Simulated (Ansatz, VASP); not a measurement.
## Two plane-wave programs on As

INCAR

```
PREC = Accurate
ENCUT = 520
EDIFF = 1E-7
ISMEAR = 0
SIGMA = 0.1
LREAL = False
LASPH = True
NELM = 80
ALGO = Normal
ISIF = 2
LWAVE = False
LCHARG = False
GGA = PS
NBANDS = 8
```

File KPOINTS:

```
regular mesh
0
Gamma
  16 16 16
```

File POSCAR:

```
As
1.0
    2.7170920059      0.0000000000      0.0000000000
    0.0000000000      2.7170920059      0.0000000000
    0.0000000000      0.0000000000      2.7170920059
As
1
Direct
    0.5000000000      0.5000000000      0.5000000000
```

Input for Ansatz:

```yaml
crystal:
  lattice:
    - [2.7170920059, 0.0, 0.0]
    - [0.0, 2.7170920059, 0.0]
    - [0.0, 0.0, 2.7170920059]
  atoms:
    - { symbol: As, position: [0.5, 0.5, 0.5] }
basis:
  ecutwfc: 420
kpoints:
  mp_grid: { grid: [16, 16, 16] }
hamiltonian:
  xc: pbesol
scf:
  occupations: { method: gaussian, width: 0.1 }
output:
  forces: true
  stress: true
  eigenvalues: true
```

Alike in both runs: task single point; functional PBEsol; k mesh 16 × 16 × 16; occupations gaussian, width 0.1 eV; no spin polarisation.

```csv
,VASP,Ansatz
version,VASP 6.6.1,Ansatz 0.2.0
potentials or method,"VASP PAW PBE potentials, release 64 (As)","scalar-relativistic, plane waves, PAW"
plane-wave cutoff (eV),520,420
valence electrons in the cell,5,15
```

Ansatz gave:

| Item | Value |
| --- | --- |
| gap on the k mesh at the Fermi level (eV) | none |
| pressure (GPa) | -2.7 |

Question: What did VASP give for the same quantities?

Answer: gap on the k mesh at the Fermi level (eV): none; pressure (GPa): -2.4.

A gap of «none» marks a metal or a gap that the smearing closes. The two sets of potentials don't hold the same shells in valence.

Caveats: the PAW data sets were made with another functional, which shifts forces and pressure a little (VASP).
